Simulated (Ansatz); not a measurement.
# How Ti2O stores the work of compression

These are results of DFT r2SCAN, scalar-relativistic, plane waves, PAW in Ansatz 0.2.0, not measurements. (500 eV cutoff, 18×18×10 k-mesh, Gaussian smearing of 0.10 eV, no spin polarisation)

Reference structure (relaxed):

```yaml
crystal:
  lattice:
    - [2.95143, 0.00000, 0.00000]
    - [-1.47572, 2.55602, 0.00000]
    - [0.00000, 0.00000, 4.81400]
  atoms:
    - { symbol: Ti, position: [0.66667, 0.33333, 0.26889] }
    - { symbol: Ti, position: [0.33333, 0.66667, 0.73111] }
    - { symbol: O, position: [0.00000, 0.00000, 0.00000] }
```

Cell and atoms were relaxed at each target pressure within the start's symmetry (P-3m1), at zero temperature; other phases can be more stable under pressure. H = E + PV with P the target; E is the free energy at the smearing used, whose derivative the pressure is, per atom and counted from zero pressure.

```tsv
P (GPa)	V (Å³/atom)	E − E0 (meV)	H − H0 (meV)
0	12.105	0.0	0.0
3	11.928	1.6	225.0
8	11.660	10.8	592.9
15	11.329	34.3	1095.0
30	10.749	114.7	2127.4
60	9.900	348.1	4055.7
```

Problem. Thermodynamics gives dH/dP = V along a relaxed path. Integrate V over P by the trapezoid rule and compare with the computed enthalpies.

Solution. With 1 eV/Å³ = 160.22 GPa, each step adds the mean volume times ΔP / 160.22:
```csv
P (GPa),∫V dP (meV),H − H0 (meV),difference (meV)
3,225.0,225.0,0.0
8,593.1,592.9,0.1
15,1095.3,1095.0,0.3
30,2128.8,2127.4,1.4
60,4062.0,4055.7,6.3
```

V(P) curves upward, so the trapezoid rule runs high; integrating a smooth curve through the same points puts that excess at about 6.4 meV at 60 GPa, against the 6.3 meV found.

Problem. At 60 GPa, how much of the enthalpy change is stored energy and how much is the PV term?

Solution. E rises by 348 meV/atom and PV is 60 × 9.900 / 160.22 = 3708 meV/atom, so PV makes 91 % of ΔH. So between rival structures at high pressure a small difference in volume can outweigh the difference in energy: 1 % of this volume is worth 37.1 meV/atom at this pressure.

Problem. What bulk modulus do the lowest pressures give, and how is the compression shared among the axes?

Solution. From the pressures that the runs reached, -2.96 GPa (12.294 Å³) and 3.00 GPa (11.928 Å³), B = −ΔP/Δln V = 5.96 / 0.0302 = 197 GPa, a mean over that range. The linear compressibilities −Δln(length)/ΔP are 1.77 along a, 1.77 along b, 1.53 along c (in TPa⁻¹). With fixed angles they add up to 1/B: 5.08 against 5.08. Softest: a and b, at 35 % of the volume change per axis.